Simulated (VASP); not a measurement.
Wanted: the native input for a VASP 6.6.1 run.

```yaml
Task: relaxation of cell and atoms
Functional: PBE
Potentials_or_basis: VASP PAW PBE potentials, release 64 (Ti_sv)
Cutoff: 520 eV
k_mesh: 18 × 18 × 18
Occupations: gaussian, width 0.1 eV
Spin: no spin polarisation
Further_INCAR_settings: ALGO = Normal; EDIFF = 1e-06; IBRION = 2; EDIFFG = -0.01; NSW = 90; ISIF = 3
```

The structure of Ti lies in POSCAR:

```
Ti
1.0
    0.0000000000      2.0300000000      2.0300000000
    2.0300000000      0.0000000000      2.0300000000
    2.0300000000      2.0300000000      0.0000000000
Ti
1
Direct
    0.0000000000      0.0000000000      0.0000000000
```

This isn't the form of Ti at room conditions, which is hcp.

One way to write it, as run:

INCAR

```
PREC     = Accurate       # precision mode
ENCUT    = 520            # plane-wave cutoff, eV
EDIFF    = 1E-6           # SCF threshold, eV
ISMEAR   = 0              # smearing method
SIGMA    = 0.1            # smearing width, eV
LREAL    = F              # projectors in reciprocal space
LASPH    = T              # aspherical terms in the spheres
NELM     = 120            # most SCF steps
ALGO     = Normal         # electronic algorithm
ISIF     = 3              # what is computed and relaxed
LWAVE    = F              # write WAVECAR
LCHARG   = F              # write CHGCAR
GGA      = PE             # functional
IBRION   = 2              # ionic algorithm
NSW      = 90             # ionic steps
EDIFFG   = -0.01          # ionic threshold
```

KPOINTS

```
Automatic mesh
0
Gamma
  18 18 18
```

Potentials or basis: VASP PAW PBE potentials, release 64 (Ti_sv).

Launch:

```sh
$ cat potpaw_PBE.64/Ti_sv/POTCAR > POTCAR
$ mpirun -np 1 vasp_std > vasp.out
```

Results of the run:

* Relaxed volume: 17.34 Å³/atom
* Relaxed cell: a = 2.905 Å, b = 2.905 Å, c = 2.905 Å, α = 60.00°, β = 60.00°, γ = 60.00°
* Space group after relaxing (to 0.05 Å): Fm-3m (No. 225)
* Energy gained by relaxing: 7.5 meV/atom
* Ionic steps: 3
* Pressure after relaxing: 0.0 GPa
* Band gap on the k mesh: none (metal or under the smearing width)

Run time: 25 s on 1 thread of Intel(R) Xeon(R) 6975P-C (Granite Rapids), with other jobs on the host, peak memory 0.17 GiB.
